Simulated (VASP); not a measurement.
Crystal: Fe.

```
Fe
1.0
     2.30749    0.00000    0.00000
     0.00000    2.30749    0.00000
     0.00000    0.00000    2.30749
Fe
1
Direct
  0.00000 0.00000 0.00000
```

The cell was built by a generator and needn't be a form met in nature.

| Quantity | Value |
| --- | --- |
| Program | VASP 6.6.1 |
| Task | relaxation of cell and atoms |
| Functional | r2SCAN |
| Potentials or basis | VASP PAW PBE potentials, release 64 (Fe) |
| Cutoff | 600 eV |
| k mesh | 8 × 8 × 8 |
| Occupations | gaussian, width 0.1 eV |
| Spin | collinear spin, typed start |
| Starting moments | [2.69] μB |

At the start: pressure 12.7 GPa; volume 12.29 Å³/atom.

Q: How do energy, volume and symmetry change on relaxing?

A: Over 4 steps the energy falls by 70.2 meV/atom and the volume is 13.78 Å³/atom (+12.1 %); space group Pm-3m (No. 221, to 0.05 Å); moment 2.75 μB per cell.

Step by step:
| step | energy change (eV) | largest force (eV/Å) | pressure (GPa) | volume (Å³) |
| --- | --- | --- | --- | --- |
| 1 | 0.0000 | 0.0000 | 12.67 | 12.29 |
| 2 | -0.0681 | 0.0000 | -1.87 | 14.10 |
| 3 | -0.0700 | 0.0000 | -0.88 | 13.90 |
| 4 | -0.0702 | 0.0000 | 0.33 | 13.78 |

Final structure:
```
Fe
1.0
     2.39733    0.00000    0.00000
     0.00000    2.39733    0.00000
     0.00000    0.00000    2.39733
Fe
1
Direct
  0.00000 0.00000 0.00000
```

Caveat: the PAW data sets were made with another functional, which shifts forces and pressure a little.
